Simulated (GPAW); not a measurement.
# Cr (Im-3m) in GPAW: settings compared, part 2 of 3

GPAW 26.7.0.

## 4. Equation of state, BLYP+D3(BJ), collinear spin, random start

Input file run.py:

```python
from ase.calculators.mixing import SumCalculator
from ase.eos import EquationOfState
from ase.io import Trajectory, read
from ase.units import GPa
from dftd3.ase import DFTD3
from gpaw import GPAW, PW, setup_paths

setup_paths.insert(0, '.')

atoms = read('POSCAR')
atoms.set_initial_magnetic_moments([0.63])

traj = Trajectory('eos.traj', 'w')
volumes, energies = [], []
for x in [0.94, 0.96, 0.98, 1.0, 1.02, 1.04, 1.06]:
    a = atoms.copy()
    a.set_cell(atoms.cell * x**(1 / 3), scale_atoms=True)
    calc = GPAW(mode=PW(600),
                xc='BLYP',
                kpts={'size': (12, 12, 12), 'gamma': True},
                occupations={'name': 'fermi-dirac', 'width': 0.05},
                nbands=11,
                convergence={'density': 1e-05, 'energy': 1e-05},
                maxiter=150,
                txt=f'eos-{x:.2f}.txt')
    a.calc = SumCalculator([calc, DFTD3(method='blyp', damping='d3bj')])
    energies.append(a.get_potential_energy())
    volumes.append(a.get_volume())
    p = -a.get_stress()[:3].mean() / GPa
    calc.write(f'eos-{x:.2f}.gpw')
    traj.write(a)
    print(f'{x:.2f} {volumes[-1]:10.4f} A^3 {energies[-1]:14.6f} eV {p:9.3f} GPa', flush=True)

v0, e0, B = EquationOfState(volumes, energies, eos='birchmurnaghan').fit()
print(f'V0 = {v0:.4f} A^3, E0 = {e0:.6f} eV, B0 = {B / GPa:.2f} GPa')
```

Input file POSCAR:

```
Cr
1.0
   -1.4844496776      1.4844496776      1.4844496776
    1.4844496776     -1.4844496776      1.4844496776
    1.4844496776      1.4844496776     -1.4844496776
Cr
1
Direct
    0.0000000000      0.0000000000      0.0000000000
```

Potentials or basis: PAW data sets generated in the run's folder for this functional, pw.

Command:

```console
gpaw-setup -f BLYP Cr
OMP_NUM_THREADS=1 python run.py
```

Standard output:

```text
__  _  _
 | _ |_)|_||  |
 |__||  | ||/\| - 26.7.0

Input parameters:
  mode=PW(ecut=600.0),
  convergence={'density': 1e-05, 'energy': 1e-05},
  kpts=MonkhorstPack(size=(12, 12, 12), gamma=True),
  maxiter=150,
  nbands=11,
  occupations=Occupations(name='fermi-dirac', width=0.05),
  xc=XC(name='BLYP')

Diagonalizing LCAO Hamiltonian
Converting LCAO to pw mode

       Cr

Atoms  # Å, Bohr magnetons
|   | symbol |        x |        y |        z |    initial magnetic moments |
|---|--------|----------|----------|----------|-----------------------------|
| 0 |     Cr | 0.000000 | 0.000000 | 0.000000 | ( 0.0000,  0.0000,  0.6300) |

Unit cell  # Å
| periodic |         x |         y |         z |  lengths |     angles |
|----------|-----------|-----------|-----------|----------|------------|
|      yes | -1.454146 |  1.454146 |  1.454146 | 2.518655 | 109.471221 |
[... 208 lines left out ...]
  ----------------------------
  Free energy:    -156.742347
  Extrapolated:   -156.738208

dipole moment: (-12.958464, -12.958464, -12.958464)  # |e|*Ang

Total magnetic moment: (0.000000, 0.000000, -0.358728)

Local magnetic moments
|        x |        y |         z |
|----------|----------|-----------|
| 0.000000 | 0.000000 | -0.603121 |  # Cr   0

Fermi level: 4.123
Eigenvalues  # (at kpt = [-0.000, -0.000, -0.000])
| band index |      eig [eV] | occ [0-1] |      eig [eV] | occ [0-1] |
|------------|---------------|-----------|---------------|-----------|
|          0 |       -84.923 |     1.000 |       -85.570 |     1.000 |
|          1 |         5.806 |     0.000 |         5.298 |     0.000 |
|          2 |         5.806 |     0.000 |         5.298 |     0.000 |
|          3 |         5.806 |     0.000 |         5.298 |     0.000 |
|          4 |         6.991 |     0.000 |         6.920 |     0.000 |
|          5 |        26.423 |     0.000 |        26.194 |     0.000 |
|          6 |        26.423 |     0.000 |        26.194 |     0.000 |
|          7 |        26.423 |     0.000 |        26.194 |     0.000 |
|          8 |        30.061 |     0.000 |        29.892 |     0.000 |
|        ... |               |           |               |           |
|         10 |        34.689 |     0.000 |        34.654 |     0.000 |

No gap
No difference between direct/indirect transitions

Stress tensor  # eV/Ang^3
|        x |         y |         z |
|----------|-----------|-----------|
| 0.283468 |  0.000000 |  0.000000 |
| 0.000000 |  0.283468 | -0.000000 |
| 0.000000 | -0.000000 |  0.283468 |

# Writing to eos-0.94.gpw (mode='')
```

stdout:

```text
0.94    12.2994 A^3    -157.802893 eV   -60.074 GPa
0.96    12.5611 A^3    -157.753685 eV   -59.268 GPa
0.98    12.8228 A^3    -157.706536 eV   -58.433 GPa
1.00    13.0845 A^3    -157.657836 eV   -57.525 GPa
1.02    13.3462 A^3    -157.612993 eV   -56.597 GPa
1.04    13.6079 A^3    -157.566415 eV   -55.632 GPa
1.06    13.8695 A^3    -157.521817 eV   -54.599 GPa
Traceback (most recent call last):
  File "run.py", line 34, in <module>
  File "ase/eos.py", line 287, in fit
  File "optimize/_minpack_py.py", line 1029, in curve_fit
RuntimeError: Optimal parameters not found: Number of calls to function has reached maxfev = 1000.
```

eos-0.98.txt:

```text
SCF iterations
|iter     | |      energy | eigst |  dens |  magmom |
|---------|-|-------------|-------|-------|---------|
|iter:   1| |   -8.660076 | +0.27 |       |  +0.6241|
|iter:   2| |   -9.824239 | +0.42 | -0.62 |  +0.5992|
|iter:   3| |  -18.222807 | +0.00 | -0.59 |  +0.5919|
|iter:   4| |  -13.098860 | -1.24 | -0.57 |  +0.5964|
|iter:   5| |-107763829.001033 |+13.46 | -0.54 |  +0.6128|
[... 61 lines left out ...]
|         10 |        33.663 |     0.000 |        33.695 |     0.000 |

No gap
No difference between direct/indirect transitions

Stress tensor  # eV/Ang^3
|        x |        y |        z |
|----------|----------|----------|
| 0.280723 | 0.000000 | 0.000000 |
| 0.000000 | 0.280723 | 0.000000 |
| 0.000000 | 0.000000 | 0.280723 |

# Writing to eos-0.98.gpw (mode='')
```

Wall time 6.3 min (1 thread of Arm Neoverse V1, shared host); peak memory 0.19 GiB.

Results:

| Property | Result |
| --- | --- |
| Equilibrium volume | outside the volumes run |

Energy against volume, from the lowest point:
| volume (Å³/atom) | energy (meV/atom) |
| --- | --- |
| 12.299 | 0.00 |
| 12.561 | 49.16 |
| 12.823 | 96.23 |
| 13.084 | 144.84 |
| 13.346 | 189.51 |
| 13.608 | 235.94 |
| 13.870 | 280.37 |

(Continued in part 3 of 3.)
